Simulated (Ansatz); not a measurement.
Runs of Ansatz 0.2.0 on B. Symmetry: Pmmn, No. 59, orthorhombic system. Conventional cell: a = 1.625 Å, b = 2.866 Å, c = 3.914 Å, α = 90.00°, β = 90.00°, γ = 90.00°. B (site symmetry mm2) has 6 B at 1.62 to 1.86 Å as nearest neighbours. The cell was built by a generator and needn't be a form met in nature.

```csv
task,level,cell,cutoff (eV),smearing,points for each segment of the path,gap on the mesh (eV),pressure (GPa),relaxed volume (Å³/atom),largest force (eV/Å)
relaxation of cell and atoms,r2SCAN+D4,relaxed,500,fermi-dirac 0.05 eV,-,none,0.0,8.71,-
single point,PBE,as given,420,gaussian 0.011 eV,-,none,(b),-,(a)
relaxation of cell and atoms,r2SCAN+rVV10,relaxed,500,fermi-dirac 0.05 eV,-,none,0.0,8.74,-
band structure,PBE,as given,420,fermi-dirac 0.05 eV,14,none,0.1,-,0.01
```

Alike in all rows: potentials or basis Ansatz PAW; no spin polarisation; k mesh 16 × 9 × 7.

Task: Estimate the missing entries.

Result: (a) 0.05; (b) 0.2.

Caveats: the plane-wave basis is chosen anew once the cell has moved, so the energies of steps on either side of that aren't comparable (some runs); the PAW data sets come from PBE, with cores solved anew for the run's functional, which leaves a small shift of forces and pressure (some runs); this functional lacks dispersion, which binds the layers, so the pressure and a relaxed spacing across them are unreliable (some runs).

A gap of «none» marks a metal or a gap under the smearing width.
